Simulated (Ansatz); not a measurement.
# Electron scattering at the Σ3 (112) boundary in fcc Pt with S (substitutional), part 2 of 2

How much does the Σ3 (112) boundary in fcc Pt with S (substitutional) reflect electrons?

Ansatz 0.2.0; Ansatz plane-wave DFT, PBE, PAW files; relaxation of a bicrystal slab with its lowest layers held; PAW set soft_1 (the session's first sound run).

So far. Step 2 (Relaxing the bicrystal): The largest force component on a free atom ends at 0.015 eV/Å, under the tolerance of 0.03, after 10 steps.

### 3. Transmission across the boundary

Bulk layers of each grain are laid under and over the relaxed boundary, and a lead is named in the middle of each, away from the free faces. The mesh across the current, 22×10, is finer than the density's, because channels open and close sharply across the zone. Energies from -0.1 to 0.1 eV in steps of 0.05 eV are too few for the program's thermal sum, so it prints no conductance; for a metal the transmission near the Fermi level serves, at a fraction of the cost.

This step: Ansatz plane-wave DFT, PBE, PAW files; ballistic transport by layer matching (Landauer), zero bias; boundary relaxed in a short slab, bulk layers laid on; PAW set soft_1 (Ansatz 0.2.0).

System of this step: Σ3 (112) boundary in fcc Pt with S (substitutional). The cell holds 53 atoms: 52 Pt and 1 S. Cell: a = 2.773 Å, b = 6.793 Å, c = 50.133 Å, α = 90.0°, β = 90.0°, γ = 90.0°. It derives from Pt. Regions: lower grain, 22 atoms (22 Pt); boundary, 14 atoms (13 Pt and 1 S); upper grain, 17 atoms (17 Pt). Vacuum lies along c.

Contents of input.yaml:

```yaml
crystal:
  lattice:
    - [2.7731313745, 0.0, 0.0]
    - [0.0, 6.7927568571, 0.0]
    - [0.0, 0.0, 50.1329316541]
  atoms:
    - { symbol: Pt, position: [-14.4999999996, 9.6666666666, 0.0797878733] }
    - { symbol: Pt, position: [-13.9999999996, 9.3333333333, 0.0957561011] }
    - { symbol: Pt, position: [-13.4999999996, 9.0, 0.1117243289] }
    - { symbol: Pt, position: [-12.9999999997, 8.6666666666, 0.1276925567] }
    - { symbol: Pt, position: [-12.4999999997, 8.3333333333, 0.1436607845] }
    - { symbol: Pt, position: [-11.9999999997, 8.0, 0.1596290123] }
    - { symbol: Pt, position: [-11.4999999997, 7.6666666666, 0.1755972401] }
    - { symbol: Pt, position: [-10.9999999997, 7.3333333333, 0.1915654679] }
    - { symbol: Pt, position: [-10.4999999997, 7.0, 0.2075336957] }
    - { symbol: Pt, position: [-9.9999999998, 6.6666666666, 0.2235019235] }
    - { symbol: Pt, position: [-9.4999999998, 6.3333333333, 0.2394701513] }
    - { symbol: Pt, position: [-8.9999999998, 6.0, 0.2554383791] }
    - { symbol: Pt, position: [-8.4999999998, 5.6666666666, 0.2714066069] }
    - { symbol: Pt, position: [-7.9999999998, 5.3333333333, 0.2873748347] }
    - { symbol: Pt, position: [-7.4999999999, 5.0, 0.3033430625] }
    - { symbol: Pt, position: [-6.9999999999, 4.6666666666, 0.3193112903] }
    - { symbol: Pt, position: [-6.4999999999, 4.3333333333, 0.3352795181] }
    - { symbol: Pt, position: [-5.9999999999, 4.0, 0.3512477459] }
    - { symbol: Pt, position: [-5.4999999999, 3.6666666666, 0.3672159737] }
    - { symbol: Pt, position: [-4.9999999999, 3.3333333333, 0.3831842015] }
    - { symbol: Pt, position: [-4.5, 3.0, 0.3991524293] }
    - { symbol: Pt, position: [-4.0, 2.6666666666, 0.4151206571] }
    - { symbol: Pt, position: [0.5, 0.3333333333, 0.4310888849] }
    - { symbol: Pt, position: [0.0, -0.0074592597, 0.4485547044] }
    - { symbol: Pt, position: [0.5, 0.6593432107, 0.4652089209] }
    - { symbol: Pt, position: [0.0, 0.3248330471, 0.4802753082] }
    - { symbol: Pt, position: [0.5, -0.0109393608, 0.4981768136] }
    - { symbol: Pt, position: [0.0, 0.6534723569, 0.5150165967] }
    - { symbol: Pt, position: [0.5, 0.3277400197, 0.5317112794] }
    - { symbol: S, position: [0.0, 0.0305566185, 0.5415329489] }
    - { symbol: Pt, position: [0.0, 0.5669059499, 0.5675988002] }
    - { symbol: Pt, position: [0.5, -0.0845738719, 0.5807938633] }
    - { symbol: Pt, position: [0.0, 0.2401291189, 0.5995628728] }
    - { symbol: Pt, position: [0.5, 0.5762350188, 0.6153990083] }
    - { symbol: Pt, position: [0.0, -0.0893708535, 0.6317256313] }
    - { symbol: Pt, position: [0.5, 0.2441294787, 0.6487522541] }
    - { symbol: Pt, position: [-4.0, 2.577462812, 0.6647204819] }
    - { symbol: Pt, position: [-4.5, 2.9107961454, 0.6806887097] }
    - { symbol: Pt, position: [-4.9999999999, 3.2441294787, 0.6966569375] }
    - { symbol: Pt, position: [-5.4999999999, 3.577462812, 0.7126251653] }
    - { symbol: Pt, position: [-5.9999999999, 3.9107961454, 0.7285933931] }
    - { symbol: Pt, position: [-6.4999999999, 4.2441294787, 0.7445616209] }
    - { symbol: Pt, position: [-6.9999999999, 4.577462812, 0.7605298487] }
    - { symbol: Pt, position: [-7.4999999999, 4.9107961454, 0.7764980765] }
    - { symbol: Pt, position: [-7.9999999998, 5.2441294787, 0.7924663043] }
    - { symbol: Pt, position: [-8.4999999998, 5.577462812, 0.8084345321] }
    - { symbol: Pt, position: [-8.9999999998, 5.9107961454, 0.8244027599] }
    - { symbol: Pt, position: [-9.4999999998, 6.2441294787, 0.8403709877] }
    - { symbol: Pt, position: [-9.9999999998, 6.577462812, 0.8563392155] }
    - { symbol: Pt, position: [-10.4999999997, 6.9107961454, 0.8723074433] }
    - { symbol: Pt, position: [-10.9999999997, 7.2441294787, 0.8882756711] }
    - { symbol: Pt, position: [-11.4999999997, 7.577462812, 0.9042438989] }
    - { symbol: Pt, position: [-11.9999999997, 7.9107961454, 0.9202121267] }
kpoints:
  mp_grid: { grid: [9, 4, 1] }
hamiltonian:
  xc: pbe
  pseudopotentials: { kind: paw, azcp: { folder: soft_1 } }
scf:
  occupations: { method: fermi_dirac, width: 0.1 }
output:
  transmission:
    leads: [[12, 13], [43, 44]]
    kmesh: [22, 10]
    e_range: [-0.1, 0.1]
    de: 0.05
  write_potential: true
  write_density: true
  volumetric_format: npy
  elf: true
```

Run with:

```
> ansatz run input.yaml --threads 4 --pin off --max-ram 15360MiB --backend cpu --events-out ev --progress --plain --runs-dir out
```

Numbers of over 12 decimals in the logs are rounded to 6 here.

Log:

```text
[...]
Crystal: 53 atoms, lattice volume = 944.364 Å³
Basis set: ecut = 420 eV, 18597 PW (Γ)
Bands: 566, of which v1, the nominal top of the filled ones, is band 471 counted from 1 (470 counted from 0)
Symmetry: 2 space group operations
[...]
k-points: 15 of 36 (time reversal used)
[...]
SCF iter   1: F=—  HF=-652200.241898 eV  |F-HF|=—  |Δ(HF+E_count)|=         —  Δρ=8.00e-2  dr2=1.22e2  ethr=3.10e-3  ⟨swp⟩=6.0  Hψ=30415  notcnv=0  defer=345
[...]
SCF iter  13: F=-652182.640774 eV  HF=-652182.640774 eV  |F-HF|=2.78e-8  |Δ(HF+E_count)|=   6.17e-9  Δρ=8.47e-7  dr2=2.75e-8  ethr=1.06e-11  ⟨swp⟩=11.6  Hψ=30240  notcnv=0
SCF 1 converged in 13 iterations: F = -652182.640774 eV  dr2 = 2.75e-8
[...]
transmission: 512 of 5112 steps passed
transmission: 1023 of 5112 steps passed
[...]
transmission: 5112 of 5112 steps passed
WARN: The input density's exchange-correlation potential varies sharply where the density is thin. Do not read a vacuum level from v_tot or v_xc, or from such a field of the output density. On a cell that repeats whose density bears no net charge and no dipole along the vacuum's axis use v_es (v_loc + v_h of the components); under efield.dipole_correction with no amplitude use v_es + v_field, which holds any external [...]
SCF converged after 13 iterations
the last check of whether an eigenvalue changes by more than its tolerance under the output density was not made (no_room)
Free energy (F): -652182.640774 eV
[...]
Internal energy: -652179.887891 eV  (E = F + TS)
E sigma→0 (E₀):  -652181.264333 eV
Entropy (-TS):   -2.752883 eV (-51.941 meV/atom)
Fermi energy:    18.729048 eV
[...]
--- Band table (eV; the first three rows and the last of 15) ---
  k-point 0: bands = [... 467 lower, 18.5008, 18.5335, 18.5439, 18.5686, 18.6009, 18.6031, 18.6097, 18.6815, ... 91 higher]
  k-point 1: bands = [... 467 lower, 18.3370, 18.3373, 18.3772, 18.3849, 18.4187, 18.4419, 18.4543, 18.4557, ... 91 higher]
  k-point 2: bands = [... 467 lower, 18.4319, 18.4750, 18.4765, 18.4941, 18.4969, 18.5066, 18.5174, 18.5274, ... 91 higher]
  k-point 14: bands = [... 467 lower, 18.9844, 19.0591, 19.0660, 19.0769, 19.0995, 19.1070, 19.1170, 19.1903, ... 91 higher]
--- Transmission ---
  basis      : 167 plane waves across, 71 finite elements along
  points     : 72, standing for a mesh of 22 x 10
  energies   : 5 from -0.100000 to 0.100000 eV about the Fermi level, 0.050000 eV apart; the leads are filled to 0.000000 eV, and channels, transmission and decay are at 0.000000 eV
  crystal 0  : Pt3, at the sites [12, 13], period 2.4016 Å, over 18.41 Å; its Hamiltonian steps by up to 22.2 meV
    offset         : up to 0.0000 Å between an atom of the period and one for which it stands
    channels       : 4.950000e0 a spin
    conductance    : none, the energies end too early or step too widely for 300 K: set another output.transmission.e_range or a lower de, or, where they end at an eighth of basis.ecutwfc, a higher one
[...]
channels       : 4.931818e0 a spin
[...]
junction   : crystal 0 to crystal 1, 12.91 to 37.22 Å
    transmission   : 1.972656e0 a spin
[...]
```

The job ended after 19 min (4 threads of Arm Neoverse V1, shared host; peak memory 11 GiB; 69 min of CPU time).

Reading the cycles: dr2 is the Hartree energy of the density residual (eV), the measure of convergence; HF is the Harris–Foulkes estimate of the energy, which meets the free energy F at convergence.

This step gave:

```yaml
free_energy: -652182.6408 eV
energy_at_zero_smearing: -652181.2643 eV
fermi_energy: 18.73 eV
cell_area: 18.84 Å²
transmission_per_spin_nearest_the_fermi_level: 1.973
open_channels_per_spin_nearest_the_fermi_level: 4.95
open_channels_per_spin_upper_lead: 4.932
step_of_the_lead_s_potential: 22.2 meV
step_of_the_upper_lead_s_potential: 23.8 meV
```

Per spin. Transmission, zone mean against energy, zero at the Fermi level:

```csv
energy (eV),"transmission, zone mean"
-0.1000,2.13
-0.0500,2.08
0.0000,1.97
0.0500,1.83
0.1000,1.70
```

Per spin. Open channels, zone mean against energy, zero at the Fermi level:

```csv
energy (eV),lead,upper lead
-0.1000,5.66,5.63
-0.0500,5.61,5.57
0.0000,4.95,4.93
0.0500,4.49,4.49
0.1000,4.22,4.20
```

Transmission over k1 and k2. At 0.0000 eV from the Fermi level.

Values, 10 rows by 16 columns, each cell a mean:
```
2.34 1.59 2.10 2.09 2.14 2.19 2.29 2.17 2.22 2.17 2.32 2.15 2.12 2.12 1.90 1.66
1.60 1.66 1.99 2.12 2.11 2.08 1.99 2.17 2.55 2.14 1.97 2.12 2.10 2.13 1.81 1.78
1.29 1.43 2.06 2.02 2.18 2.08 2.02 2.24 2.57 2.19 1.99 2.15 2.12 2.04 1.94 1.30
2.26 1.57 1.83 1.51 2.13 2.02 1.95 2.04 2.38 2.14 1.81 2.16 1.99 1.51 1.67 1.78
2.25 1.60 1.37 1.93 1.37 1.50 2.17 2.19 2.59 2.23 2.04 1.27 1.65 1.80 1.24 1.93
2.26 1.57 1.83 1.51 2.13 2.02 1.95 2.04 2.38 2.14 1.81 2.16 1.99 1.51 1.67 1.78
1.29 1.43 2.06 2.02 2.18 2.08 2.02 2.24 2.57 2.19 1.99 2.15 2.12 2.04 1.94 1.30
1.60 1.66 1.99 2.12 2.11 2.08 1.99 2.17 2.55 2.14 1.97 2.12 2.10 2.13 1.81 1.78
2.34 1.59 2.10 2.09 2.14 2.19 2.29 2.17 2.22 2.17 2.32 2.15 2.12 2.12 1.90 1.66
2.03 1.50 1.76 2.00 1.83 2.10 1.90 2.05 1.94 1.98 1.95 2.04 1.87 1.99 1.66 1.49
```
Columns: k1 (b1) from -0.5 to 0.455; rows upwards: k2 (b2) from -0.5 to 0.4.

Open channels over k1 and k2. At 0.0000 eV from the Fermi level.

Ten even steps from '0' (2.00) to '9' (8.00):
```
3658566666686666665856
6515666653363356666515
6533566531565135665335
9603156313585313651306
6601551033888330155106
9603156313585313651306
6533566531565135665335
6515666653363356666515
3658566666686666665856
3393333333666333333393
```
Columns: k1 (b1) from -0.5 to 0.455; rows upwards: k2 (b2) from -0.5 to 0.4.

ELF in the cb plane at fractional x = 0.000, with atoms of Pt and S within 0.2 Å of it. It is the smooth field of the valence electrons, not physical close to the nuclei.

Ten even steps from '0' (0.03) to '9' (0.80), each cell a mean:
```
22233223567763223322598798422222246776322232
21222222456642112222369984223322257776322333
11122223333322111222224421123222246665322222
11124443322222111234432111222211234543222221
22246665322222212466653222332211122223333321
22246776422233222567653334554211222222455532
22246776422233222467763346676322233223567752
22235665321222222466643346776322333223677652
22233332211122222334322246765322222223676642
44432222211123443222222234554322221112345432
66642222222246665222222222333333221112222233
77753223322256776322233221223355532112222235
67753222322246776422222211123567653222322246
56542112222235665321123321024677653223322257
33321111222233333211147863113667642222222246
22222112344333222211379997212345432222211234
22222222566642222222583158412222333332211122
22333223677653223323692059522222234554211222
```
Columns run along c (16.0 Å, from fractional 0.38 to 0.70 of the cell), rows up along b (6.8 Å). Atoms in or near the plane, at fractional coordinates: Pt at (0.38, 0.33), Pt at (0.42, 0.67), Pt at (0.45, 0.99), Pt at (0.48, 0.32), Pt at (0.52, 0.65), S at (0.54, 0.03), Pt at (0.57, 0.57), Pt at (0.60, 0.24), Pt at (0.63, 0.91), Pt at (0.66, 0.58).

Valence density in the cb plane at fractional x = 0.000, with atoms of Pt and S within 0.2 Å of it. It is the smooth field of the valence electrons, not physical close to the nuclei.

Ten even steps from '0' (0 e/Å³) to '9' (11 e/Å³), each cell a mean:
```
00000000269620000000000000000000015873000000
00000000024200000000000000000000016984000000
00000000000000000000000000000000014652000000
00000110000000000001000000000000001110000000
00003652000000000035410000000000000000000000
00015994000000000169730001220000000000023200
00014873000000000169730003763000000000268510
00001331000000000034310015994100000000389720
00000000000000000000000014773000000000256410
11100000000000110000000001221000000000011100
56410000000003552000000000000000000000000000
89720000000015984000000000000022100000000001
68620000000015884000000000000267510000000015
23200000000002431000000000000389720000000016
00000000000000000000000000000257410000000014
00000000001000000000000000000012100000000001
00000000145310000000000000000000000000000000
00000000279720000000000000000000001321000000
```
Columns run along c (16.0 Å, from fractional 0.38 to 0.70 of the cell), rows up along b (6.8 Å). Atoms in or near the plane, at fractional coordinates: Pt at (0.38, 0.33), Pt at (0.42, 0.67), Pt at (0.45, 0.99), Pt at (0.48, 0.32), Pt at (0.52, 0.65), S at (0.54, 0.03), Pt at (0.57, 0.57), Pt at (0.60, 0.24), Pt at (0.63, 0.91), Pt at (0.66, 0.58).

Electrostatic potential energy in the cb plane at fractional x = 0.000, with atoms of Pt and S within 0.2 Å of it. With pseudopotentials it is smooth inside the atoms' cores, unlike the true potential.

Values in eV, 10 rows by 16 columns, each cell a mean:
```
 20  19  16 -36 -15  20  19  15 -10  15  18  19 -33 -35  18  18
 21  16  13   9  15  22  18  16  19  21  19  20 -19 -21  19  19
 20 -14 -30  18  19  21  -9 -25  18  13  17  22  16  15   9  17
 19 -24 -41  17  19  19 -24 -43  12 -33 -10  20  19  12 -41  -6
 18   7   0  21  20  19   4  -6  13 -44 -20  19  19  11 -46  -9
-22  10  20  21  11 -16  15  19  19   0   9  17  21  20   3  13
-52  -4  19  19  -7 -51   5  19  19  21   7 -25  15  20  20   0
-24  10  21  20   6 -28  13  20  18  21  -8 -51   5  19  19 -17
 17  20  21   4  11  17  20  15  -6  16   9 -19  15  20  21   6
 19  19  16 -40 -19  20  19   5 -22   7  19  18   2   1  21  20
```
Columns run along c (16.0 Å, from fractional 0.38 to 0.70 of the cell; values clipped at the 3rd and 97th percentile), rows up along b (6.8 Å). Atoms in or near the plane, at fractional coordinates: Pt at (0.38, 0.33), Pt at (0.42, 0.67), Pt at (0.45, 0.99), Pt at (0.48, 0.32), Pt at (0.52, 0.65), S at (0.54, 0.03), Pt at (0.57, 0.57), Pt at (0.60, 0.24), Pt at (0.63, 0.91), Pt at (0.66, 0.58).

Over the solved energies the transmission per spin lies between 1.70 and 2.13, out of 4.99 channels of the lead on average (up to 5.66).

### 4. Specific resistance

This step: Ansatz plane-wave DFT, PBE, PAW files; ballistic transport by layer matching (Landauer), zero bias; specific resistance of the boundary; PAW set soft_1 (Ansatz 0.2.0).

Numbers from this step:

```yaml
area_resistance: 0.7641 fΩ m²
t_over_the_leads_mean_channel_count: 0.3901
```

Averaged over the energies near the Fermi level, 39.0 % of the channels pass, which makes 0.764 fΩ m².

By hand, with T and the leads' channels N averaged over the energies near the Fermi level: RA = A (h/2e²)(1/T − ½[1/N₁ + 1/N₂]) = 18.84×10⁻²⁰ m² × 12 906 Ω × (1/1.941 − ½[1/4.986 + 1/4.965]) = 0.764 fΩ m².

### 5. Results

- specific resistance of the boundary: 0.764 fΩ m²
- share of channels that pass: 0.390

In words: The boundary has a specific resistance of 0.76 fΩ m². The boundary reflects 61 % of the channels; 0.76 fΩ m² is 7.6×10⁻¹² Ω·cm². That equals the resistance of 7.1 nm of bulk Pt at 300 K (measured 10.8 µΩ cm, CRC Handbook of Chemistry and Physics, 84th ed., 2003, Electrical Resistivity of Pure Metals). One S in 18.8 Å² of boundary is a high coverage. In the relaxation the upper grain slid sideways by about 0.6 Å, so the result belongs to the position that it found, not to the starting one. Each plane of this narrow cell holds one atom, so the solute fills a whole plane. One starting structure was relaxed; another shift or atom count at the boundary may lie lower. Spin-orbit coupling is left out, which matters for Pt.

[Logs are printed without paths, hosts, clocks, repeated set-up lines and the standing remarks that a program may print on its own settings, such as how far it seeks lower states.]

[Hosts, paths, dates, database ids (printed as entryN), source tags and the programs' standing remarks are cut or masked in the printed files.]
